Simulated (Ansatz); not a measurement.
**HfC (zincblende): equation of state and elastic constants**

One table from this session's results is given with a row withheld; the runs are named, their logs left out.

Program: Ansatz 0.2.0. Level of theory: DFT r²SCAN, scalar-relativistic, plane waves, PAW. These are calculated values, not measurements.

## Starting point

It takes space group F-43m (No. 216, cubic). The conventional cell has a = 5.025 Å, b = 5.025 Å, c = 5.025 Å, α = 90.00°, β = 90.00°, γ = 90.00°. Around Hf (site symmetry -43m) lie 4 C at 2.18 Å. Around C (site symmetry -43m) lie 4 Hf at 2.18 Å.

Structure file:

```
CELL_PARAMETERS angstrom
0.00000 2.51265 2.51265
2.51265 0.00000 2.51265
2.51265 2.51265 0.00000
ATOMIC_POSITIONS crystal
Hf 0.00000 0.00000 0.00000
C 0.25000 0.25000 0.25000
```

This cell comes from an earlier session at r²SCAN: 15.863 Å³/atom at 0.14 GPa, on a 12×12×12 mesh.

Volume factors to run: 0.980, 1.020, 0.960, 1.040, 1.070.

Set-up of the first run:

input.yaml reads:

```yaml
crystal:
  lattice:
    - [0.0, 2.4957897671, 2.4957897671]
    - [2.4957897671, 0.0, 2.4957897671]
    - [2.4957897671, 2.4957897671, 0.0]
  atoms:
    - { symbol: Hf, position: [0.0, 0.0, 0.0] }
    - { symbol: C, position: [0.25, 0.25, 0.25] }
basis:
  ecutwfc: 500
  ecutrho_ratio: 4
kpoints:
  mp_grid: { grid: [12, 12, 12] }
hamiltonian:
  xc: r2scan
scf:
  occupations: { method: gaussian, width: 0.05 }
output:
  forces: true
  stress: true
  eigenvalues: true
```

Launch:

```sh
$ ansatz run input.yaml --threads 2 --pin off --max-ram 2662MiB --backend cpu --events-out ev --progress --plain --runs-dir out
```

Among the steps run: Volume × 0.980; Scaling the volume by 1.020; At 0.960 of the relaxed volume; Volume × 1.040; At 1.070 of the relaxed volume.

One table of the session follows, with a row left open; its other results are not shown here.

It belongs to the step «Energy and pressure against volume». 

```
volume (Å³/atom)  energy (meV/atom)  pressure (GPa)  gap (eV)
          15.229              14.43            7.37      0.51
          15.546                  ?               ?         ?
          15.863               0.00            0.14      0.57
          16.181               2.88           -3.00      0.60
          16.498              11.70           -5.87      0.63
          16.974              34.94           -9.70      0.67
```

Q: Estimate the row for volume (Å³/atom) = 15.546 from the others.

Worked estimate for «energy (meV/atom)». A straight line through the neighbours (15.229, 14.43) and (15.863, 0.00) gives 14.43 + (0.00 − 14.43) × (15.546 − 15.229) / (15.863 − 15.229) = 7.21; a parabola fitted to 3 rows on both sides gives 3.86.

As computed: energy (meV/atom): 3.64; pressure (GPa): 3.59; gap (eV): 0.54. In «energy (meV/atom)» the line misses by +3.57 and the parabola by +0.22.
